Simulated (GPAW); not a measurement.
# ZrO2 (Fm-3m) in GPAW: notebook

Aim: see how the results for ZrO2 move with the level of theory and the settings. Levels: RPBE, PBE. Tasks: single point.

All numbers are computed with GPAW 26.7.0; they aren't measurements. Logs are shortened: lines on timing, memory, paths and dates and some standing lists are left out, and cuts for length are marked. The log counts tension as positive stress, the text compression.

### Step 1. The cell of the first run

It takes space group Fm-3m (No. 225, cubic). Conventional cell: a = 5.090 Å, b = 5.090 Å, c = 5.090 Å, α = 90.00°, β = 90.00°, γ = 90.00°. Around Zr (site symmetry m-3m) lie 8 O at 2.20 Å. Around O (site symmetry -43m) lie 4 Zr at 2.20 Å.

Measurements of this composition are mostly on another form, of space group No. 14.

### Step 2. Single point, RPBE (the cell as VASP's run set it)

run.py

```python
from ase import Atoms
from ase.dft.bandgap import bandgap
from ase.io import write
from ase.units import GPa
from gpaw import GPAW, PW

atoms = Atoms(['Zr', 'O', 'O'],
              cell=[[3.59927634, 0.0, 0.0],
                    [1.79963817, 3.1170647457, 0.0],
                    [1.79963817, 1.0390215819, 2.9387968254]],
              scaled_positions=[[0.0, 0.0, 0.0],
                                [0.75, 0.75, 0.75],
                                [0.25, 0.25, 0.25]],
              pbc=True)

calc = GPAW(mode=PW(800),
            xc='RPBE',
            kpts={'size': (9, 9, 9), 'gamma': True},
            occupations={'name': 'methfessel-paxton', 'order': 0, 'width': 0.05},
            nbands=24,
            convergence={'density': 1e-05, 'energy': 1e-05},
            maxiter=150,
            txt='gpaw.txt')
atoms.calc = calc
energy = atoms.get_potential_energy()
forces = atoms.get_forces()
stress = atoms.get_stress()
calc.write('gs.gpw')
write('result.traj', atoms)
print(f'Energy: {energy:.6f} eV')
print('Forces (eV/A):')
print(forces.round(4))
print('Stress (GPa):', (stress / GPa).round(3))
print('Fermi level:', round(calc.get_fermi_level(), 4), 'eV')
print(f'Gap: {bandgap(calc)[0]:.4f} eV, direct: {bandgap(calc, direct=True)[0]:.4f} eV')
```

Potentials or basis: the program's PAW data sets (release 1.2.1) made for this functional, pw.

The run is started by

```bash
OMP_NUM_THREADS=1 python run.py
```

gpaw.txt:

```text
__  _  _
 | _ |_)|_||  |
 |__||  | ||/\| - 26.7.0

Input parameters:
  mode=PW(ecut=800.0),
  convergence={'density': 1e-05, 'energy': 1e-05},
  kpts=MonkhorstPack(size=(9, 9, 9), gamma=True),
  maxiter=150,
  nbands=24,
  occupations=Occupations(name='methfessel-paxton', order=0, width=0.05),
  xc=XC(name='RPBE')

Diagonalizing LCAO Hamiltonian
Converting LCAO to pw mode

                      O

            O
       Zr

Atoms  # Å, Bohr magnetons
|   | symbol |        x |        y |        z |    initial magnetic moments |
|---|--------|----------|----------|----------|-----------------------------|
| 0 |     Zr | 0.000000 | 0.000000 | 0.000000 | ( 0.0000,  0.0000,  0.0000) |
| 1 |      O | 5.398915 | 3.117065 | 2.204098 | ( 0.0000,  0.0000,  0.0000) |
| 2 |      O | 1.799638 | 1.039022 | 0.734699 | ( 0.0000,  0.0000,  0.0000) |

Unit cell  # Å
| periodic |        x |        y |        z |  lengths |    angles |
|----------|----------|----------|----------|----------|-----------|
|      yes | 3.599276 | 0.000000 | 0.000000 | 3.599276 | 60.000000 |
|      yes | 1.799638 | 3.117065 | 0.000000 | 3.599276 | 60.000000 |
|      yes | 1.799638 | 1.039022 | 2.938797 | 3.599276 | 60.000000 |

Number of symmetries: 48
Symmetry operations  # r_c * U_cc + t_c -> r_c
|    | kind |            matrix            |
|----|------|------------------------------|
|  0 |  σ   |  1, 0, 0,  1, 0,-1,  1,-1, 0 |
|  1 |  C2  |  1, 0, 0,  1,-1, 0,  1, 0,-1 |
|  2 |  E   |  1, 0, 0,  0, 1, 0,  0, 0, 1 |
|  3 |  σ   |  1, 0, 0,  0, 0, 1,  0, 1, 0 |
|  4 |  C4  |  1, 0,-1,  1, 0, 0,  1,-1, 0 |
|  5 |  S6  |  1, 0,-1,  1,-1, 0,  1, 0, 0 |
|  6 |  σ   |  1, 0,-1,  0, 1,-1,  0, 0,-1 |
|  7 |  C3  |  1, 0,-1,  0, 0,-1,  0, 1,-1 |
|  8 |  S6  |  1,-1, 0,  1, 0, 0,  1, 0,-1 |
|  9 |  C4  |  1,-1, 0,  1, 0,-1,  1, 0, 0 |
| 10 |  C3  |  1,-1, 0,  0,-1, 1,  0,-1, 0 |
| 11 |  σ   |  1,-1, 0,  0,-1, 0,  0,-1, 1 |
| 12 |  σ   |  0, 1, 0,  1, 0, 0,  0, 0, 1 |
| 13 |  C4  |  0, 1, 0,  0, 1,-1, -1, 1, 0 |
| 14 |  C3  |  0, 1, 0,  0, 0, 1,  1, 0, 0 |
| 15 |  S6  |  0, 1, 0, -1, 1, 0,  0, 1,-1 |
| 16 |  C2  |  0, 1,-1,  1, 0,-1,  0, 0,-1 |
| 17 |  σ   |  0, 1,-1,  0, 1, 0, -1, 1, 0 |
| 18 |  S4  |  0, 1,-1,  0, 0,-1,  1, 0,-1 |
| 19 |  C4  |  0, 1,-1, -1, 1, 0,  0, 1, 0 |
| 20 |  C3  |  0, 0, 1,  1, 0, 0,  0, 1, 0 |
| 21 |  σ   |  0, 0, 1,  0, 1, 0,  1, 0, 0 |
| 22 |  S6  |  0, 0, 1,  0,-1, 1, -1, 0, 1 |
| 23 |  C4  |  0, 0, 1, -1, 0, 1,  0,-1, 1 |
| 24 |  S4  |  0, 0,-1,  1, 0,-1,  0, 1,-1 |
| 25 |  C3  |  0, 0,-1,  0, 1,-1,  1, 0,-1 |
| 26 |  C2  |  0, 0,-1,  0,-1, 0, -1, 0, 0 |
| 27 |  S6  |  0, 0,-1, -1, 0, 0,  0,-1, 0 |
| 28 |  S4  |  0,-1, 1,  1,-1, 0,  0,-1, 0 |
| 29 |  C4  |  0,-1, 1,  0, 0, 1, -1, 0, 1 |
| 30 |  C2  |  0,-1, 1,  0,-1, 0,  1,-1, 0 |
| 31 |  σ   |  0,-1, 1, -1, 0, 1,  0, 0, 1 |
| 32 |  C3  |  0,-1, 0,  1,-1, 0,  0,-1, 1 |
| 33 |  S6  |  0,-1, 0,  0, 0,-1, -1, 0, 0 |
| 34 |  S4  |  0,-1, 0,  0,-1, 1,  1,-1, 0 |
| 35 |  C2  |  0,-1, 0, -1, 0, 0,  0, 0,-1 |
| 36 |  C2  | -1, 1, 0,  0, 1, 0,  0, 1,-1 |
| 37 |  S6  | -1, 1, 0,  0, 1,-1,  0, 1, 0 |
| 38 |  S4  | -1, 1, 0, -1, 0, 1, -1, 0, 0 |
| 39 |  C3  | -1, 1, 0, -1, 0, 0, -1, 0, 1 |
| 40 |  S6  | -1, 0, 1,  0, 0, 1,  0,-1, 1 |
| 41 |  C2  | -1, 0, 1,  0,-1, 1,  0, 0, 1 |
| 42 |  C3  | -1, 0, 1, -1, 1, 0, -1, 0, 0 |
| 43 |  S4  | -1, 0, 1, -1, 0, 0, -1, 1, 0 |
| 44 |  C2  | -1, 0, 0,  0, 0,-1,  0,-1, 0 |
| 45 |  i   | -1, 0, 0,  0,-1, 0,  0, 0,-1 |
| 46 |  σ   | -1, 0, 0, -1, 1, 0, -1, 0, 1 |
| 47 |  C2  | -1, 0, 0, -1, 0, 1, -1, 1, 0 |

BZ-sampling:
  Number of BZ points: 729
  Number of IBZ points: 35

  Monkhorst-Pack size: [9, 9, 9]
  Monkhorst-Pack shift: [0, 0, 0]

K-points  # in reciprocal-cell coordinates
|     |                                coordinates |     weight |
|-----|--------------------------------------------|------------|
|   0 | (  0.00000000,   0.00000000,   0.00000000) | 0.00137174 |
|   1 | (  0.11111111,   0.11111111,   0.00000000) | 0.00823045 |
|   2 | (  0.11111111,   0.11111111,   0.11111111) | 0.01097394 |
|   3 | (  0.22222222,   0.11111111,   0.11111111) | 0.01646091 |
|   4 | (  0.22222222,   0.22222222,   0.00000000) | 0.00823045 |
|   5 | (  0.22222222,   0.22222222,   0.11111111) | 0.03292181 |
|   6 | (  0.22222222,   0.22222222,   0.22222222) | 0.01097394 |
|   7 | (  0.33333333,   0.22222222,   0.11111111) | 0.03292181 |
|   8 | (  0.33333333,   0.22222222,   0.22222222) | 0.03292181 |
|   9 | (  0.33333333,   0.33333333,  -0.33333333) | 0.01646091 |
| ... |                                            |            |
|  34 | (  0.44444444,   0.44444444,   0.44444444) | 0.01097394 |

Plane wave coefficients: 1719
Cutoff: 800.0 eV

Spin-components: 1 (collinear spins)
Bands:           24
Projectors:      16
Spin-degeneracy: 2
Datatype:        complex128

Parallelization:
  kpt:    1
  domain: 1
  band:   1

Density:
  Valence electrons: 24.0
  Components: 1
  Grid points: [24 24 24]
  Charge: 0.0  # |e|

Potential:
  Grid points: [24 24 24]

species:
  Zr:
    name:    Zirconium
    Z:       40.0
    valence: 12
    core:    28
    charge:  0.0  # [|e|]
    compensation charges:
      type: gauss
      rc: 0.40  # [Å]
      lmax: 2
    cutoffs:
      filter: 2.39  # [Å]
      core: 1.59  # [Å]
    projectors
    | kind |    occ | energy [eV] | rcut [Å] |
    |------|--------|-------------|----------|
    |   4s |  2.000 |     -54.482 |    1.323 |
    |   5s |  2.000 |      -4.384 |    1.323 |
    |   4p |  6.000 |     -32.476 |    1.334 |
    |   5p |  0.000 |      -1.468 |    1.334 |
    |   4d |  2.000 |      -3.570 |    1.244 |
    |    d |        |      23.642 |    1.244 |

    Using partial waves for Zr as LCAO basis

  O:
    name:    Oxygen
    Z:       8.0
    valence: 6
    core:    2
    charge:  0.0  # [|e|]
    compensation charges:
      type: gauss
      rc: 0.21  # [Å]
      lmax: 2
    cutoffs:
      filter: 1.17  # [Å]
      core: 0.83  # [Å]
    projectors
    | kind |    occ | energy [eV] | rcut [Å] |
    |------|--------|-------------|----------|
    |   2s |  2.000 |     -24.041 |    0.688 |
    |   2p |  4.000 |      -8.984 |    0.598 |
    |    s |        |       3.170 |    0.688 |
    |    p |        |      18.228 |    0.598 |
    |    d |        |       0.000 |    0.619 |

    Using partial waves for O as LCAO basis

Reference energy: -101986.757761  # eV

eigensolver:
  PPCG
  Converge bands: occupied
  niter=2

density mixing:
  MSR1-Mixer
  Pratt-step length: 0.05
  Maximum mixing coefficient: 0.75
  Old densities: 10
  SVD Regularization: 0.005
  Good broyden scale: 1.0
  Trust region scale: 1.0
  Backstep threshold: 4.0
  History deletion threshold: 6.0
  Fourier metric: weight=20.0, sigma=0.015

occupation numbers:
  Methfessel-Paxton:
    width: 0.0500  # eV
    order: 0

poisson solver:
  ecut: 6400.0  # eV

xc functional:
  name: RPBE with 2 nearest neighbor stencil

convergence criteria:
- Maximum integral of absolute [dens]ity change: 1e-05 electrons / valence electron
- Maximum [total energy] change in last 3 cyles: 1e-05 eV / valence electron
- Maximum integral of absolute [eigenst]ate change: 4e-08 eV^2 / valence electron
maximum number of iterations: 150

SCF iterations
|iter     | |      energy | eigst |  dens |
|---------|-|-------------|-------|-------|
|iter:   1| |  -30.729659 | +0.10 |       |
|iter:   2| |  -29.554176 | -1.65 | -0.80 |
|iter:   3| |  -26.616095 | -0.83 | -0.86 |
|iter:   4| |  -26.620889 | -2.56 | -1.45 |
|iter:   5| |  -26.643886 | -2.75 | -1.69 |
|iter:   6| |  -26.643337 | -4.12 | -2.69 |
|iter:   7| |  -26.643407 | -5.48 | -3.26 |
|iter:   8| |  -26.643428c| -6.19 | -3.61 |
|iter:   9| |  -26.643428c| -7.89c| -4.50 |
|iter:  10| |  -26.643428c| -8.09c| -5.02c|

Converged in 10 steps
Energy contributions relative to reference atoms: (reference = -101986.757761)

Energy contributions:
  Kinetic:          27.092249
  Coulomb:         -30.744651
  Zero:              0.648815
  External:          0.000000
  Xc:              -23.639842
  Entropy:          -0.000000
  Spinorbit:         0.000000
  ----------------------------
  Free energy:     -26.643428
  Extrapolated:    -26.643428

dipole moment: (-26.303456, -15.186308, -10.738341)  # |e|*Ang

Fermi level: 8.856
Eigenvalues  # (at kpt = [0.000, 0.000, 0.000])
| band index |      eig [eV] | occ [0-2] |
|------------|---------------|-----------|
|          0 |       -39.895 |     2.000 |
|        ... |               |           |
|          4 |        -9.968 |     2.000 |
|          5 |        -7.442 |     2.000 |
|          6 |         3.078 |     2.000 |
|          7 |         3.078 |     2.000 |
|          8 |         3.078 |     2.000 |
|          9 |         7.754 |     2.000 |
[... 8 lines left out ...]
|         18 |        22.837 |     0.000 |
|         19 |        22.837 |     0.000 |
|        ... |               |           |
|         23 |        32.019 |     0.000 |

Gap: 3.446 eV
Transition (v -> c):
  (s=0, k=29, n=11, [0.44, 0.44, -0.11]) -> (s=0, k=0, n=12, [0.00, 0.00, 0.00])
Direct/indirect transitions are different
Direct gap: 3.923 eV
Transition at: (s=0, k=0, n=11, [0.00, 0.00, 0.00])

Forces  # eV/Ang
|        x |        y |        z |
|----------|----------|----------|
| -0.00000 |  0.00000 | -0.00000 |  # Zr   0
|  0.00000 | -0.00000 |  0.00000 |  # O    1
| -0.00000 |  0.00000 | -0.00000 |  # O    2

Stress tensor  # eV/Ang^3
|         x |         y |         z |
|-----------|-----------|-----------|
| -0.043010 |  0.000000 |  0.000000 |
| -0.000000 | -0.043010 | -0.000000 |
|  0.000000 | -0.000000 | -0.043010 |

# Writing to gs.gpw (mode='')
```

It took 33 s on 1 thread of Arm Neoverse V1, shared host; peak memory 0.18 GiB.

What came out:

* Free energy: -26.6434 eV
* Pressure: 6.9 GPa
* Band gap on the k mesh: 3.45 eV, indirect (least direct gap 3.92 eV)

Levels at points of the mesh, in eV from the valence-band top:
```
           k point  band 10  band 11  band 12  band 13  band 14  band 15
(0.00, 0.00, 0.00)    -0.48    -0.48    -0.48     3.45     3.45     6.83
```

Caveat: an odd mesh through Γ misses points on the zone boundary, where band edges often lie.

### Step 3. Single point, PBE (the cell as VASP's run set it)

run.py

```python
from ase.dft.bandgap import bandgap
from ase.io import read, write
from ase.units import GPa
from gpaw import GPAW, PW

atoms = read('POSCAR')

calc = GPAW(mode=PW(800),
            xc='PBE',
            kpts={'size': (9, 9, 9), 'gamma': True},
            occupations={'name': 'methfessel-paxton', 'order': 0, 'width': 0.1},
            nbands=24,
            convergence={'density': 1e-05, 'energy': 1e-05},
            maxiter=150,
            txt='gpaw.txt')
atoms.calc = calc
energy = atoms.get_potential_energy()
forces = atoms.get_forces()
stress = atoms.get_stress()
calc.write('gs.gpw')
write('result.traj', atoms)
print(f'Energy: {energy:.6f} eV')
print('Forces (eV/A):')
print(forces.round(4))
print('Stress (GPa):', (stress / GPa).round(3))
print('Fermi level:', round(calc.get_fermi_level(), 4), 'eV')
print(f'Gap: {bandgap(calc)[0]:.4f} eV, direct: {bandgap(calc, direct=True)[0]:.4f} eV')
```

POSCAR

```
ZrO2
1.0
    3.5992763400      0.0000000000      0.0000000000
    1.7996381700      3.1170647457      0.0000000000
    1.7996381700      1.0390215819      2.9387968254
Zr O
1 2
Direct
    0.0000000000      0.0000000000      0.0000000000
    0.7500000000      0.7500000000      0.7500000000
    0.2500000000      0.2500000000      0.2500000000
```

Potentials or basis: GPAW PAW data sets (gpaw-data 1.2.1), pw.

The run is started by

```bash
OMP_NUM_THREADS=1 python run.py
```

gpaw.txt:

```text
__  _  _
 | _ |_)|_||  |
 |__||  | ||/\| - 26.7.0

Input parameters:
  mode=PW(ecut=800.0),
  convergence={'density': 1e-05, 'energy': 1e-05},
  kpts=MonkhorstPack(size=(9, 9, 9), gamma=True),
  maxiter=150,
  nbands=24,
  occupations=Occupations(name='methfessel-paxton', order=0, width=0.1),
  xc=XC(name='PBE')

Diagonalizing LCAO Hamiltonian
Converting LCAO to pw mode

                      O

            O
       Zr

Atoms  # Å, Bohr magnetons
|   | symbol |        x |        y |        z |    initial magnetic moments |
|---|--------|----------|----------|----------|-----------------------------|
| 0 |     Zr | 0.000000 | 0.000000 | 0.000000 | ( 0.0000,  0.0000,  0.0000) |
| 1 |      O | 5.398915 | 3.117065 | 2.204098 | ( 0.0000,  0.0000,  0.0000) |
| 2 |      O | 1.799638 | 1.039022 | 0.734699 | ( 0.0000,  0.0000,  0.0000) |

Unit cell  # Å
| periodic |        x |        y |        z |  lengths |    angles |
[... 213 lines left out ...]
  Entropy:          -0.000000
  Spinorbit:         0.000000
  ----------------------------
  Free energy:     -28.005183
  Extrapolated:    -28.005183

dipole moment: (-26.318299, -15.194877, -10.744401)  # |e|*Ang

Fermi level: 8.738
Eigenvalues  # (at kpt = [0.000, 0.000, 0.000])
| band index |      eig [eV] | occ [0-2] |
|------------|---------------|-----------|
|          0 |       -39.958 |     2.000 |
|        ... |               |           |
|          4 |       -10.027 |     2.000 |
|          5 |        -7.465 |     2.000 |
|          6 |         2.931 |     2.000 |
|          7 |         2.931 |     2.000 |
|          8 |         2.931 |     2.000 |
|          9 |         7.615 |     2.000 |
[... 8 lines left out ...]
|         18 |        22.530 |     0.000 |
|         19 |        22.530 |     0.000 |
|        ... |               |           |
|         23 |        31.878 |     0.000 |

Gap: 3.407 eV
Transition (v -> c):
  (s=0, k=29, n=11, [0.44, 0.44, -0.11]) -> (s=0, k=0, n=12, [0.00, 0.00, 0.00])
Direct/indirect transitions are different
Direct gap: 3.888 eV
Transition at: (s=0, k=0, n=11, [0.00, 0.00, 0.00])

Forces  # eV/Ang
|        x |        y |        z |
|----------|----------|----------|
|  0.00000 |  0.00000 | -0.00000 |  # Zr   0
|  0.00000 | -0.00000 |  0.00000 |  # O    1
| -0.00000 |  0.00000 | -0.00000 |  # O    2

Stress tensor  # eV/Ang^3
|         x |         y |         z |
|-----------|-----------|-----------|
| -0.010538 |  0.000000 |  0.000000 |
|  0.000000 | -0.010538 |  0.000000 |
|  0.000000 |  0.000000 | -0.010538 |

# Writing to gs.gpw (mode='')
```

stdout:

```text
Energy: -28.005183 eV
Forces (eV/A):
[[ 0.  0. -0.]
 [ 0. -0.  0.]
 [-0.  0. -0.]]
Stress (GPa): [-1.688 -1.688 -1.688  0.     0.     0.   ]
Fermi level: 8.7376 eV
Gap: 3.4067 eV, direct: 3.8878 eV
```

It took 32 s on 1 thread of Arm Neoverse V1, shared host; peak memory 0.18 GiB.

Results:

```
Free energy            : -28.0052 eV
Pressure               : 1.7 GPa
Band gap on the k mesh : 3.41 eV, indirect (least direct gap 3.89 eV)
```

Levels at points of the mesh, in eV from the valence-band top:
```
           k point  band 8  band 9  band 10  band 11  band 12  band 13  band 14  band 15  band 16  band 17
(0.00, 0.00, 0.00)   -5.17   -5.17    -0.48    -0.48    -0.48     3.41     3.41     6.64     9.40     9.41
```

Caveat: an odd mesh through Γ misses points on the zone boundary, where band edges often lie.
